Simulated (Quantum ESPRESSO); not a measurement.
**KBr: zone-centre phonons and dielectric response under several settings**

```
CELL_PARAMETERS angstrom
0.00000 3.30000 3.30000
3.30000 0.00000 3.30000
3.30000 3.30000 0.00000
ATOMIC_POSITIONS crystal
Br 0.50000 0.50000 0.50000
K 0.00000 0.00000 0.00000
```

All runs used Quantum ESPRESSO 7.5; k mesh 4 × 4 × 4, shifted; relaxed cell; no spin polarisation; occupations smeared at first, fixed for the response.

| level | potentials | cutoff (eV) | volume (Å³/atom) | lowest optical mode without the field (cm⁻¹) | highest mode with the field (cm⁻¹) | ε∞ (mean) | ε0 (mean) | Born charge of atom 1 (e) |
| --- | --- | --- | --- | --- | --- | --- | --- | --- |
| PBEsol | PseudoDojo 0.4.1 SR PBEsol standard | 1007 | 35.10 | 111 | 159 | 2.62 | 5.3 | -1.12 |
| PBE | JTH 2.0 PBE | 490 | 38.14 | 98 | 150 | 2.49 | 5.8 | -1.14 |
| LDA | JTH 2.0 LDA | 490 | ? | ? | ? | ? | ? | ? |

Q: What stands in the row left open?

A: Volume 32.48 Å³/atom; lowest optical mode without the field 130 cm⁻¹; highest mode with the field 172 cm⁻¹; ε∞ 2.76; ε0 4.8; Born charge of atom 1 -1.10 e.

Caveats: the cutoff is low for these files, which shifts pressure and relaxed volume (some runs).

For the row left open. Caveat: the cutoff is low for these files, which shifts pressure and relaxed volume.
